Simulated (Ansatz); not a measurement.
A distorted cell of LaAlO3 (R-3c-perovskite type, space group R-3c):

```xyz
10
Lattice="2.7062 1.5624 4.3975 -2.7062 1.5624 4.3975 0.0000 -3.1249 4.3975" Properties=species:S:1:pos:R:3 pbc="T T T"
La     0.0000    -0.0037     3.2981
La     0.0000    -0.0037     9.8944
Al    -0.0069     0.0100     0.0000
Al     0.0069     0.0100     6.5963
O      0.2094     1.5156     7.7725
O     -1.5028    -0.5687     7.6572
O      1.2934    -0.9315     7.6572
O     -0.2094    -1.6093     5.5738
O      1.4129     0.6309     5.4585
O     -1.2034     0.9937     5.4585
```

All values below come from PBE (plane waves to 420 eV, PAW, scalar-relativistic; Ansatz, a quantum-chemistry and plane-wave program). k mesh 8×8×8 (Γ-centred), Fermi-Dirac smearing 0.05 eV. Compression counts positive. LaAlO3 is run without spin polarisation. LaAlO3 was relaxed with its symmetry unable to fall. The PAW data are Ansatz's earlier set.

Q: What forces act on the atoms (eV/Å, Cartesian)?

A: 
```csv
atom,Fx,Fy,Fz
La1,-0.016,0.155,0.004
La2,0.016,0.155,0.004
Al3,0.057,-0.083,0.002
Al4,-0.057,-0.083,0.002
O5,-0.005,0.231,-0.379
O6,0.247,-0.166,0.185
O7,-0.203,-0.137,0.189
O8,0.005,0.231,-0.379
O9,0.203,-0.137,0.189
O10,-0.247,-0.166,0.185
```

Q: What is the stress tensor (GPa)?

A: 
```
   0.61     0.00     0.00
   0.00     0.25     0.04
   0.00     0.04     0.11
```
The pressure, a third of the trace, is 0.32 GPa.

(A displaced cell: forces are minus the slopes of the energy, force constants its curvatures, and phonons follow from these.)
